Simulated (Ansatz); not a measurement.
Input of an Ansatz 0.2.0 run:

File input.yaml:

```yaml
crystal:
  lattice:
    - [0.0, 2.877304, 2.877304]
    - [2.877304, 0.0, 2.877304]
    - [2.877304, 2.877304, 0.0]
  atoms:
    - { symbol: In, position: [0.5, 0.5, 0.5] }
    - { symbol: As, position: [0.0, 0.0, 0.0] }
hamiltonian:
  xc: blyp
  pseudopotentials: { kind: paw }
kpoints:
  mp_grid: { grid: [8, 8, 8] }
  band_path:
    path:
      - [[0.0, 0.0, 0.0], [0.5, 0.0, 0.5], [0.5, 0.25, 0.75], [0.375, 0.375, 0.75], [0.0, 0.0, 0.0], [0.5, 0.5, 0.5], [0.625, 0.25, 0.625], [0.5, 0.25, 0.75], [0.5, 0.5, 0.5], [0.375, 0.375, 0.75]]
      - [[0.625, 0.25, 0.625], [0.5, 0.0, 0.5]]
    npoints: 14
scf:
  occupations: { method: fermi_dirac, width: 0.05 }
  n_extra_bands: 6
output:
  forces: true
  stress: true
  eigenvalues: true
  fatbands: false
```

Potentials or basis: Ansatz PAW.

The run is started by

```console
$ ansatz run input.yaml --threads 2 --pin off --max-ram 5632MiB --backend cpu --events-out ev --progress --plain --runs-dir out
```

(1) What does it give for the pressure?

(2) Estimate the band gap on the k mesh.

## Answers

(1) 4.5 GPa.

(2) none (metal or under the smearing width).

Caveat: spin-orbit coupling is left out, which moves the levels of the heavy elements; the PAW data sets come from PBE, with cores solved anew for the run's functional, which leaves a small shift of forces and pressure.
